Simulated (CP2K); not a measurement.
ZrO2:

```xyz
3
Lattice="3.5993 0.0000 0.0000 1.7996 3.1171 0.0000 1.7996 1.0390 2.9388" Properties=species:S:1:pos:R:3 pbc="T T T"
Zr    0.0000    0.0000    0.0000
O     5.3989    3.1171    2.2041
O     1.7996    1.0390    0.7347
```

Measurements of this composition are mostly on another form, of space group No. 14.

Program: CP2K 2026.2. Alike in all runs: task band structure; no spin polarisation; cell as given; k mesh 9 × 9 × 9.

Problem. Order these runs on this cell by their band gap on the k mesh, lowest first.
A. level r2SCAN; potentials or basis POTENTIAL_UZH Zr GTH-SCAN-q12, O GTH-SCAN-q6; TZVP-MOLOPT-SCAN-GTH basis; smearing fermi-dirac 0.1 eV; NGRIDS 4; points a segment of the path (NPOINTS) 6; bands added on the path 4; CUTOFF of the grids 850 Ry
B. level TB-mBJ; potentials or basis POTENTIAL_UZH Zr GTH-PBE-q12, O GTH-PBE-q6; TZVP-MOLOPT-PBE-GTH basis; smearing fermi-dirac 0.1 eV; NGRIDS 5; points a segment of the path (NPOINTS) 6; bands added on the path 2; CUTOFF of the grids 850 Ry
C. level PBEsol; potentials or basis POTENTIAL_UZH Zr GTH-PBE-q12, O GTH-PBE-q6; TZVP-MOLOPT-PBE-GTH basis; smearing fermi-dirac 0.0259 eV; NGRIDS 4; points a segment of the path (NPOINTS) 10; bands added on the path 6; CUTOFF of the grids 600 Ry

Solution. C (3.43 eV), B (3.67 eV), A (4.01 eV).

Caveats: the basis of atomic orbitals isn't converged, which shifts pressures, moduli and gaps; this is a model potential without an energy functional, so only levels have meaning (some runs).

A k mesh can miss the band edges.
